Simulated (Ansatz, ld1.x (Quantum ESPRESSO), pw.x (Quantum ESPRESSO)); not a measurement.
## In (Z = 49): one change to the TM potential, in the atom and in the fcc crystal

ld1.x (Quantum ESPRESSO) 7.5 input, shortened:

```
&input
   title='In', zed=49., rel=1, dft='PBE', iswitch=3,
   config='[Kr] 4d10 5s1 5p2'
 /
 &inputp
   pseudotype=2, tm=.true., lloc=1,
   nlcc=.false.
 /
2
5S  1  0   1.00   0.00  2.20  2.20  0.0
5P  2  1   2.00   0.00  2.70  2.70  0.0
 &test
   configts(1)='5s1 5p2'
 /
```

Change: core [Kr], valence charge 13; reference 4d10 5s2 5p1; waves now 5s (bound): rc 1.60 bohr; 4d (bound): rc 1.65 bohr; 5p (bound): rc 2.35 bohr; core correction a·sin(br)/r model core, default radius (core density twice the valence density).

Cutoffs, loose and tight: the cutoffs (Ry, on a coarse ladder) from which the occupation-weighted sum of valence levels, in a spherical-Bessel basis at the reference potential, stays within 10 and 1 mRy of its value at 400 Ry. They do not see the model core or the augmentation charge, which bear on the density cutoff. Test errors are all-electron minus pseudo excitation energies from the reference, over the configurations 5s2 5p1; 5s2 5p0; 5s1 5p0; 5s2 5p0.5; 5s0 5p3; 5s2 5p1.3; 5s1 5p1; variants that change the core or the reference have their own tests.

Crystal test: fcc In in pw.x 7.5, no spin, 12³ k-points, Fermi–Dirac smearing 0.01 Ry, cutoffs set for each file from its atomic test. The reference is all-electron LAPW (Ansatz 0.2.0) with the same functional, mesh and smearing; V0 and B0 come from Birch–Murnaghan fits to the pressures at five volumes. Errors are pseudo minus all-electron; Δ is the rms difference of the E(V) curves that follow from these fits, minima aligned, over ±6 % about the mean V0. Mesh and smearing are coarse, so the numbers serve the comparison and aren't converged zero-temperature values; the lattice is a test structure that the element need not adopt.

All-electron: a0 = 4.791 Å (V0 = 27.50 Å³/atom), B0 = 34.9 GPa.

Does the change bring the crystal closer to the all-electron result?

The mean pressure error goes from -7.12 to +1.53 GPa, so the change moves the solid closer to the all-electron pressures.

```
                       quantity       base    changed
                 outcome (atom)  generated  generated
           cutoff, loose (atom)      10 Ry      80 Ry
           cutoff, tight (atom)      25 Ry     140 Ry
            bound ghosts (atom)       none       none
largest test error (meV) (atom)       +106       -507
           cutoffs in pw.x (Ry)     35/140    170/680
                         a0 (Å)          –      4.859
                   a0 error (%)          –      +1.42
                   B0 error (%)          –       -4.5
                   Δ (meV/atom)          –        8.9
      mean pressure error (GPa)      -7.12      +1.53
```

A dash: not determined, or the minimum lies outside the volumes sampled.

Base: This is a poor potential for the solid. Changed file: This is a poor potential for the solid. The free energy does not fall steadily as the cutoff rises, most likely since the density grid, which shrinks with it, is too coarse for the model core; the lower cutoffs are not converged.
